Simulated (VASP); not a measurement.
# Si12HO24 (a cell with a defect) in VASP: a series of runs

One crystal, Si12HO24 (a cell with a defect), is run at these levels: PBE+D3(BJ), r2SCAN; tasks: single point.

Program: VASP 6.6.1. These are calculated values, not measurements. Logs are shortened: lines on timing, memory, paths and dates and some standing lists are left out, and cuts for length are marked.

## (1) The crystal as given

The cell holds a defect, 74 atoms: a = 9.832 Å, b = 9.832 Å, c = 10.818 Å, α = 90.00°, β = 90.00°, γ = 120.00°.

## (2) Single point, PBE+D3(BJ)

File INCAR:

```
PREC     = Accurate       # precision mode
ENCUT    = 450            # plane-wave cutoff, eV
EDIFF    = 1E-6           # SCF threshold, eV
ISMEAR   = 0              # smearing method
SIGMA    = 0.02           # smearing width, eV
LREAL    = F              # projectors in reciprocal space
LASPH    = T              # aspherical terms in the spheres
NELM     = 60             # most SCF steps
ALGO     = Fast           # electronic algorithm
ISIF     = 2              # what is computed and relaxed
LWAVE    = F              # write WAVECAR
LCHARG   = F              # write CHGCAR
GGA      = PE             # functional
IVDW     = 12             # dispersion correction
NBANDS   = 236            # bands
```

File KPOINTS:

```
Automatic mesh
0
Gamma
  1 1 1
```

File POSCAR:

```
Si12HO24
1.0
    9.8316000000      0.0000000000      0.0000000000
   -4.9158000000      8.5144153600      0.0000000000
    0.0000000000      0.0000000000     10.8182000000
Si O H
24 48 2
Direct
    0.2709099100      0.0094391800      0.1655027100
    0.9985581900      0.2592514300      0.3363694500
    0.2293313700      0.2350352900      0.9973888100
    0.2536999600      0.9943798200      0.6857301500
    0.9943088900      0.2605859300      0.8263963100
    0.2083269900      0.1946535800      0.5153311300
    0.2621491600      0.4975911800      0.1718615900
    0.0071092300      0.7712372900      0.3283148600
    0.2235410900      0.7272896200      0.0054956200
    0.2669434400      0.4925265000      0.6593211300
    0.9964925600      0.7555626100      0.8443723300
    0.2341662800      0.7379975200      0.4999615600
    0.7679183600      0.0027725800      0.1637768200
    0.5150453800      0.2909717700      0.3263891900
    0.7354828800      0.2356065700      0.9947544900
    0.7500254000      0.9945486100      0.6643177100
    0.4988791700      0.2694374300      0.8323993700
    0.7270726000      0.2340685100      0.4992150500
    0.7874783800      0.5096747300      0.1573528400
    0.5014811400      0.7712337700      0.3306460800
    0.7306058600      0.7321122000      0.9989357800
    0.7689976800      0.5017534200      0.6662599300
    0.4892422100      0.7549201000      0.8332459800
    0.7359702800      0.7334614600      0.4949275200
    0.0585994900      0.1851775900      0.4426589500
    0.2910020100      0.3666465000      0.1058264000
    0.1398598500      0.4267424900      0.2869976000
    0.2009835100      0.0720170000      0.0577487200
    0.4066298400      0.3704627500      0.3615348300
    0.4326514900      0.1539250100      0.2217404800
    0.0637104000      0.2018104000      0.9379856800
    0.2961209500      0.3602216000      0.5945064100
    0.1329963000      0.4206365700      0.7662825000
    0.1440959400      0.0534628100      0.6192837800
    0.3618947100      0.2974696100      0.8889306100
    0.4273668200      0.1382933600      0.7227606500
    0.0698422700      0.7005748600      0.4356703700
    0.2976032600      0.8725800500      0.1047948800
    0.1459163000      0.9395625000      0.2791979800
    0.1925934700      0.5656927500      0.0691771200
    0.3725483100      0.8040633200      0.3955902100
    0.4281822600      0.6421691300      0.2206537200
    0.0484628800      0.6811712500      0.9565332700
    0.2831508900      0.8721161200      0.6050312400
    0.1573768100      0.9148317700      0.8113722100
    0.2107464500      0.5753019700      0.5568150000
    0.3464649500      0.7730380600      0.8905284800
    0.4297587500      0.6246495600      0.7230592100
    0.5674995200      0.2199689900      0.4418414100
    0.8114747800      0.3713264800      0.0999751300
    0.6741022500      0.4415287100      0.2761049300
    0.7048024300      0.0708391800      0.0544039400
    0.8598764000      0.2853916600      0.3919929700
    0.9337635900      0.1388796900      0.2191445800
    0.5688786300      0.2097478700      0.9432799200
    0.7969424800      0.3651871000      0.6090898100
    0.6362505700      0.4334820500      0.7744881600
    0.6856066900      0.0652798700      0.5578710000
    0.8594873700      0.2928012300      0.8810256900
    0.9165469200      0.1276861800      0.7199152000
    0.5689396300      0.6934002000      0.4307230900
    0.7919415500      0.8629271600      0.1084292300
    0.6399768800      0.9359748100      0.2761740900
    0.7067804900      0.5682967600      0.0547796900
    0.8688771100      0.7964578400      0.3870153500
    0.9505596500      0.6538900700      0.2097545600
    0.5644435100      0.7011425300      0.9437322700
    0.7805881900      0.8618020400      0.6029322100
    0.6206643000      0.9221698500      0.7749832700
    0.7103227700      0.5713318500      0.5546426500
    0.8615482000      0.7938688900      0.8892565300
    0.9332905500      0.6387354700      0.7249986100
    0.4780789300      0.4995584400      0.3849401800
    0.2926452400      0.1351483600      0.4422009000
```

Potentials or basis: VASP PAW PBE potentials, release 64 (Si, O, H).

Run with:

```console
> cat potpaw_PBE.64/Si/POTCAR potpaw_PBE.64/O/POTCAR potpaw_PBE.64/H/POTCAR > POTCAR
> mpirun -np 1 vasp_std > vasp.out
```

OUTCAR:

```text
PREC = Accurate
   ENCUT = 450
   EDIFF = 1E-6
   ISMEAR = 0
   LREAL = F
   LASPH = T
   NELM = 60
   ISIF = 2
   GGA = PE
   IVDW = 12
 IVDW          = 12

 ion  position               nearest neighbor table
   1  0.271  0.009  0.166-  28 1.62  39 1.63  30 1.63  38 1.63   8 3.04   3 3.05   9 3.10  14 3.13

   2  0.999  0.259  0.336-  25 1.62  53 1.62  27 1.62  54 1.63  13 3.04   7 3.05  18 3.10   6 3.12

   3  0.229  0.235  0.997-  28 1.62  26 1.62  31 1.62  35 1.63   1 3.05   5 3.07  17 3.07   7 3.08
[... 40 lines left out ...]
  25  0.059  0.185  0.443-   2 1.62   6 1.63
  26  0.291  0.367  0.106-   7 1.62   3 1.62
  27  0.140  0.427  0.287-   2 1.62   7 1.63
  28  0.201  0.072  0.058-   3 1.62   1 1.62
  29  0.407  0.370  0.362-  73 1.13  14 1.65   6 2.49
  30  0.433  0.154  0.222-   1 1.63  14 1.63
  31  0.064  0.202  0.938-   3 1.62   5 1.63
  32  0.296  0.360  0.595-  10 1.62   6 1.65
  33  0.133  0.421  0.766-   5 1.62  10 1.63
  34  0.144  0.053  0.619-   4 1.63   6 1.65
  35  0.362  0.297  0.889-  17 1.62   3 1.63
[... 35 lines left out ...]
  71  0.862  0.794  0.889-  11 1.62  21 1.63
  72  0.933  0.639  0.725-  22 1.63  11 1.63
  73  0.478  0.500  0.385-  29 1.13
  74  0.293  0.135  0.442-   6 1.46

  LATTYP: Found a hexagonal cell.
 ALAT       =     9.8316000000
 C/A-ratio  =     1.1003498922

  Lattice vectors:

 A1 = (   9.8316000000,   0.0000000000,   0.0000000000)
 A2 = (  -4.9158000000,   8.5144153600,   0.0000000000)
 A3 = (   0.0000000000,   0.0000000000,  10.8182000000)

Analysis of symmetry for initial positions (statically):
=====================================================================
 Subroutine PRICEL returns:
 Original cell was already a primitive cell.

 Routine SETGRP: Setting up the symmetry group for a
 hexagonal supercell.

 Subroutine GETGRP returns: Found  1 space group operations
 (whereof  1 operations were pure point group operations)
 out of a pool of 24 trial point group operations.

The static configuration has the point symmetry C_1 .

Analysis of symmetry for dynamics (positions and initial velocities):
=====================================================================
 Subroutine PRICEL returns:
 Original cell was already a primitive cell.

 Routine SETGRP: Setting up the symmetry group for a
 hexagonal supercell.

 Subroutine GETGRP returns: Found  1 space group operations
 (whereof  1 operations were pure point group operations)
 out of a pool of 24 trial point group operations.

The dynamic configuration has the point symmetry C_1 .

 Subroutine INISYM returns: Found  1 space group operations
 (whereof  1 operations are pure point group operations),
 and found     1 'primitive' translations

----------------------------------------------------------------------------------------

                                     Primitive cell

  volume of cell :     905.5950

  direct lattice vectors                    reciprocal lattice vectors
     9.831600000  0.000000000  0.000000000     0.101712844  0.058723938  0.000000000
    -4.915800000  8.514415360  0.000000000     0.000000000  0.117447876  0.000000000
     0.000000000  0.000000000 10.818200000     0.000000000  0.000000000  0.092436819

  length of vectors
     9.831600000  9.831600000 10.818200000     0.117447876  0.117447876  0.092436819

  position of ions in fractional coordinates (direct lattice)
     0.270909910  0.009439180  0.165502710
     0.998558190  0.259251430  0.336369450
     0.229331370  0.235035290  0.997388810
[... 168 lines left out ...]
     0.000000000  0.000000000  0.000000000

 Subroutine IBZKPT returns following result:
 ===========================================

 Found      1 irreducible k-points:

 Following reciprocal coordinates:
            Coordinates               Weight
  0.000000  0.000000  0.000000      1.000000
   k-points           NKPTS =      1   k-points in BZ     NKDIM =      1   number of bands    NBANDS=    236
   number of dos      NEDOS =    301   number of ions     NIONS =     74
   total plane-waves  NPLWV = 392000
   dimension x,y,z NGX =    70 NGY =   70 NGZ =   80
   dimension x,y,z NGXF=   140 NGYF=  140 NGZF=  160
   ions per type =              24  48   2
   NGX,Y,Z   is equivalent  to a cutoff of  11.84, 11.84, 12.29 a.u.
   NGXF,Y,Z  is equivalent  to a cutoff of  23.67, 23.67, 24.59 a.u.
 SYSTEM =  unknown system
   PREC   = accura    normal or accurate (medium, high low for compatibility)
   ISTART =      0    job   : 0-new  1-cont  2-samecut
   ICHARG =      2    charge: 1-file 2-atom 10-const
   ISPIN  =      1    spin polarized calculation?
   LNONCOLLINEAR =      F non collinear calculations
   LSORBIT =      F    spin-orbit coupling
   LASPH  =      T    aspherical Exc in radial PAW
   ENCUT  =  450.0 eV  33.07 Ry    5.75 a.u.  17.01 17.01 18.71*2*pi/ulx,y,z
   NELM   =     60;   NELMIN=  2; NELMDL= -5     # of ELM steps
   EDIFF  = 0.1E-05   stopping-criterion for ELM
   LREAL  =      F    real-space projection
   EDIFFG = 0.1E-04   stopping-criterion for IOM
   NSW    =      0    number of steps for IOM
   IBRION =     -1    ionic relax: 0-MD 1-quasi-New 2-CG
   NFREE  =      0    steps in history (QN), initial steepest desc. (CG)
   ISIF   =      2    stress and relaxation
   ISYM   =      2    0-nonsym 1-usesym 2-fastsym
   POTIM  = 0.5000    time-step for ionic-motion
   TEBEG  =    0.0;   TEEND  =   0.0 temperature during run
   PSTRESS=    0.0 pullay stress
   NELECT =     386.0000    total number of electrons
   NUPDOWN=      -1.0000    fix difference up-down
   EMIN   =  10.00;   EMAX   =-10.00  energy-range for DOS
   EFERMI =   0.00;   METHOD = LEGACY
   ISMEAR =     0;   SIGMA  =   0.02  broadening in eV -4-tet -1-fermi 0-gaus
   EFERMI_NEDOS =   21; number of points for ismear=-14 and -15
   IALGO  =     68    algorithm
   IMIX   =      4    mixing-type and parameters
     AMIX     =   0.40;   BMIX     =  1.00
     AMIX_MAG =   1.60;   BMIX_MAG =  1.00
  volume/ion in A,a.u.               =      12.24        82.58
  Fermi-wavevector in a.u.,A,eV,Ry     =   1.232043  2.328224 20.652696  1.517930
  Thomas-Fermi vector in A             =   2.366829
   LORBIT       =      0    0 simple, 1 ext, 2 COOP (PROOUT), +10 PAW based schemes
   GGA     = PE    functional components
   LHFCALC =     F    Hartree Fock is set to
   AEXX    =    0.0000 exact exchange contribution
   IVDW    =    12    specifies the selected vdW correction
   LEPSILON=     F    determine dielectric tensor
   LRPA    =     F    only Hartree local field effects (RPA)
 non-spin polarized calculation
 RMM-DIIS sequential band-by-band and
 Gauss-broadening in eV      SIGMA  =   0.02
  energy-cutoff  :      450.00
  volume of cell :      905.60
 maximum number of plane-waves:     19597
 NGX is ok and might be reduce to    70
   NGX = 33   NGY = 33   NGZ = 37

 number of electron     385.9999978 magnetization

 Free energy of the ion-electron system (eV)
  ---------------------------------------------------
  ext. energy  EPLUGINS =         0.00000000
  ---------------------------------------------------
  free energy    TOTEN  =      -572.95864459 eV

  energy without entropy =     -572.95864459  energy(sigma->0) =     -572.95864459

 E-fermi :   2.0644     XC(G=0):  -9.2985

 val. band max:        1.9016768032   @ k =   0.0000   0.0000   0.0000
 cond. band min:       7.0617750488   @ k =   0.0000   0.0000   0.0000
 fundamental gap:      5.1600982456
 Fermi energy:         2.0643922029

 k-point     1 :       0.0000    0.0000    0.0000
  band No.  band energies     occupation
      1     -18.2260      2.00000
      2     -17.8787      2.00000
      3     -17.7384      2.00000
      4     -17.6993      2.00000
      5     -17.6711      2.00000
      6     -17.6569      2.00000
[... 197 lines left out ...]
    204       9.7843      0.00000
    205      10.0298      0.00000
 [bands above 205 left out]

------------------------ aborting loop because EDIFF is reached ----------------------------------------

 Edisp (eV)  -10.53215

 E8    (eV) :    -3.5589

  FORCE on cell =-STRESS in cart. coord.  units (eV):
  Direction    XX          YY          ZZ          XY          YZ          ZX
  --------------------------------------------------------------------------------------
  -------------------------------------------------------------------------------------
  Total      -3.21402    -5.81851     3.56861     1.70831    -6.97510     0.36959
  in kB      -5.68624   -10.29410     6.31358     3.02233   -12.34034     0.65388
  external pressure =       -3.22 kB  Pullay stress =        0.00 kB

 VOLUME and BASIS-vectors are now :
 -----------------------------------------------------------------------------
  energy-cutoff  :      450.00
  volume of cell :      905.60
      direct lattice vectors                 reciprocal lattice vectors
     9.831600000  0.000000000  0.000000000     0.101712844  0.058723938  0.000000000
    -4.915800000  8.514415360  0.000000000     0.000000000  0.117447876  0.000000000
     0.000000000  0.000000000 10.818200000     0.000000000  0.000000000  0.092436819

 POSITION                                       TOTAL-FORCE (eV/Angst)
 -----------------------------------------------------------------------------------
      2.61708      0.08037      1.79044         0.043691      0.070352      0.022426
      8.54300      2.20737      3.63891         0.027994      0.032754      0.023050
      1.09931      2.00119     10.78995         0.000559     -0.002593      0.025003
     -2.39390      8.46656      7.41837         0.028720      0.015241     -0.001889
      8.49466      2.21874      8.94012         0.004043      0.018305      0.006649
      1.09131      1.65736      5.57496         0.114145      0.093729     -0.165976
[... 66 lines left out ...]
      2.24455      4.25345      4.16436        -0.141295     -3.412951     -0.746045
      2.21281      1.15071      4.78382        -0.016721     -0.006687      0.012136
 -----------------------------------------------------------------------------------
    total drift:                               -0.002495      0.000384     -0.001217

  FREE ENERGIE OF THE ION-ELECTRON SYSTEM (eV)
  ---------------------------------------------------
  free  energy   TOTEN  =      -583.4907945218 eV

  energy  without entropy=     -583.4907945218  energy(sigma->0) =     -583.49079452
```

Run time: 9.7 min. Hardware: 1 thread of Intel Xeon Platinum 8488C (Sapphire Rapids), shared host; peak memory 0.87 GiB.

Results:

* Free energy: -583.4908 eV
* Largest force: 3.496 eV/Å
* Band gap on the k mesh: 5.16 eV, direct
* Dispersion energy per atom: -0.142 eV

Forces in eV/Å, atoms in the order of the input:
```
Si   0.044  0.070  0.022
Si   0.028  0.033  0.023
Si   0.001 -0.003  0.025
Si   0.029  0.015 -0.002
Si   0.004  0.018  0.007
Si   0.114  0.094 -0.166
Si   0.035 -0.096  0.026
Si   0.036  0.017 -0.046
Si  -0.008 -0.003  0.009
Si   0.024 -0.064 -0.009
Si   0.000  0.016  0.002
Si  -0.046 -0.015  0.042
Si   0.046  0.041 -0.043
Si  -0.274  0.190  0.100
Si  -0.019  0.003  0.012
Si  -0.006  0.057  0.035
Si  -0.017  0.011  0.008
Si  -0.067  0.004 -0.050
Si  -0.003 -0.044  0.045
Si  -0.269  0.168 -0.267
Si  -0.007 -0.033  0.003
Si   0.032 -0.031  0.025
Si  -0.020  0.008  0.022
Si   0.343  0.056  0.173
O   -0.033 -0.006  0.001
O   -0.020  0.003 -0.024
O   -0.011  0.013 -0.013
O   -0.002 -0.003 -0.008
O    0.111  3.349  0.839
O    0.019 -0.079 -0.056
O   -0.012  0.006 -0.012
O   -0.036  0.021  0.051
O    0.002  0.003  0.000
O   -0.020 -0.031  0.032
O    0.001 -0.006 -0.005
O    0.001 -0.001  0.001
O   -0.003  0.009  0.001
O    0.000 -0.024 -0.009
O   -0.011 -0.027  0.014
O    0.013  0.014  0.005
O    0.073 -0.020  0.001
O    0.031  0.083  0.069
O   -0.010 -0.005  0.002
O   -0.002 -0.016 -0.010
O    0.005 -0.006  0.002
O    0.011  0.027 -0.009
O    0.007 -0.007 -0.002
O    0.004  0.018 -0.010
O    0.094 -0.032  0.042
O    0.007 -0.013 -0.020
O    0.117  0.060 -0.070
O    0.010 -0.014  0.013
O    0.006 -0.013  0.005
O   -0.017 -0.016 -0.005
O    0.001  0.005 -0.008
O   -0.002  0.007  0.009
O    0.012  0.010 -0.011
O    0.025 -0.034  0.011
O    0.001 -0.008 -0.004
O   -0.012 -0.013 -0.007
O   -0.019 -0.311 -0.039
O   -0.014 -0.004  0.011
O    0.007 -0.066  0.068
O    0.002  0.018 -0.013
O   -0.090 -0.024  0.032
O    0.002  0.025  0.010
O   -0.003  0.012 -0.006
O   -0.037 -0.056 -0.073
O    0.014 -0.004 -0.013
O   -0.047  0.058 -0.041
O   -0.005 -0.002 -0.006
O   -0.012  0.004 -0.007
H   -0.141 -3.413 -0.746
H   -0.017 -0.007  0.012
```

Levels at points of the mesh, in eV from the valence-band top:
```
           k point  band 189  band 190  band 191  band 192  band 193  band 194  band 195  band 196  band 197  band 198
(0.00, 0.00, 0.00)     -0.82     -0.81     -0.74     -0.67      0.00      5.16      6.75      7.02      7.19      7.31
```

Caveat: the cutoff is under 1.25 times the usual one of these potentials, so pressure, stress and relaxed cells hold a basis-set (Pulay) error. A hybrid or GW would open this gap; PBE tends to underestimate it.

## (3) Single point, r2SCAN

INCAR: that of step 2 with these lines changed.

```diff
@@ -8,3 +8,3 @@
 NELM     = 60             # most SCF steps
-ALGO     = Fast           # electronic algorithm
+ALGO     = Normal         # electronic algorithm
 ISIF     = 2              # what is computed and relaxed
@@ -12,4 +12,4 @@
 LCHARG   = F              # write CHGCAR
-GGA      = PE             # functional
-IVDW     = 12             # dispersion correction
+METAGGA  = R2SCAN         # meta-GGA
+LMIXTAU  = T            
 NBANDS   = 236            # bands
```

KPOINTS is that of step 2.

POSCAR is that of step 2.

Potentials or basis: VASP PAW PBE potentials, release 64 (Si, O, H).

Run with:

```console
> cat potpaw_PBE.64/Si/POTCAR potpaw_PBE.64/O/POTCAR potpaw_PBE.64/H/POTCAR > POTCAR
> mpirun -np 1 vasp_std > vasp.out
```

It took 30 min on 1 thread of Intel Xeon Platinum 8488C (Sapphire Rapids), shared host; peak memory 0.91 GiB.

It converged, with:

- Free energy: -719.5583 eV
- Largest force: 3.857 eV/Å
- Band gap on the k mesh: 5.78 eV, direct

Forces in eV/Å, atoms in the order of the input:
```
Si   0.018  0.076  0.027
Si   0.014  0.055  0.006
Si  -0.005 -0.033  0.042
Si   0.022 -0.004  0.075
Si  -0.022  0.025 -0.015
Si  -0.069 -0.001  0.017
Si   0.039 -0.078 -0.002
Si   0.049  0.056 -0.055
Si  -0.015 -0.079  0.015
Si   0.026 -0.032 -0.002
Si   0.041  0.064  0.022
Si  -0.061 -0.034  0.025
Si   0.072  0.042 -0.040
Si  -0.216  0.257  0.081
Si  -0.016 -0.002  0.008
Si   0.039  0.060  0.031
Si  -0.032  0.031  0.006
Si  -0.082 -0.014 -0.043
Si   0.024 -0.060  0.081
Si  -0.274  0.179 -0.275
Si  -0.025 -0.049  0.001
Si   0.053 -0.038  0.012
Si  -0.015  0.026  0.028
Si   0.324  0.038  0.191
O    0.092  0.206 -0.087
O   -0.273 -0.017 -0.130
O    0.095 -0.202 -0.197
O    0.154  0.232  0.126
O    0.480  3.527  0.821
O   -0.187 -0.064  0.078
O    0.101  0.236 -0.155
O   -0.293 -0.067  0.001
O    0.136 -0.207 -0.124
O    0.348  0.142 -0.048
O    0.119 -0.238  0.124
O   -0.266  0.000  0.201
O    0.103  0.277 -0.120
O   -0.264 -0.066 -0.104
O    0.100 -0.282 -0.182
O    0.188  0.230  0.121
O    0.177 -0.273  0.096
O   -0.192  0.066  0.256
O    0.108  0.291 -0.184
O   -0.212 -0.059 -0.076
O   -0.041 -0.197 -0.261
O    0.141  0.215  0.118
O    0.129 -0.169  0.143
O   -0.274  0.036  0.113
O    0.264  0.199 -0.123
O   -0.281 -0.019 -0.147
O    0.114 -0.116 -0.262
O    0.160  0.206  0.148
O    0.117 -0.212  0.138
O   -0.275 -0.034  0.160
O    0.129  0.222 -0.171
O   -0.283  0.002 -0.128
O    0.155 -0.203 -0.143
O    0.202  0.186  0.140
O    0.129 -0.234  0.162
O   -0.267  0.017  0.133
O    0.069 -0.038 -0.139
O   -0.264 -0.008 -0.136
O    0.135 -0.295 -0.083
O    0.177  0.257  0.109
O    0.024 -0.246  0.166
O   -0.254 -0.021  0.177
O    0.119  0.227 -0.156
O   -0.257 -0.078 -0.217
O    0.158 -0.221 -0.154
O    0.064  0.265  0.082
O    0.130 -0.260  0.179
O   -0.256 -0.011  0.163
H   -0.167 -3.765 -0.821
H   -0.197  0.076  0.152
```

Levels at points of the mesh, in eV from the valence-band top:
```tsv
k point	band 189	band 190	band 191	band 192	band 193	band 194	band 195	band 196	band 197	band 198
(0.00, 0.00, 0.00)	-0.87	-0.86	-0.79	-0.72	0.00	5.78	7.43	7.70	7.91	8.06
```

Caveat: the cutoff is under 1.25 times the usual one of these potentials, so pressure, stress and relaxed cells hold a basis-set (Pulay) error; the PAW data sets were made with another functional, which shifts forces and pressure a little. r2SCAN opens gaps a little over a GGA but as a rule still falls short of measured ones.
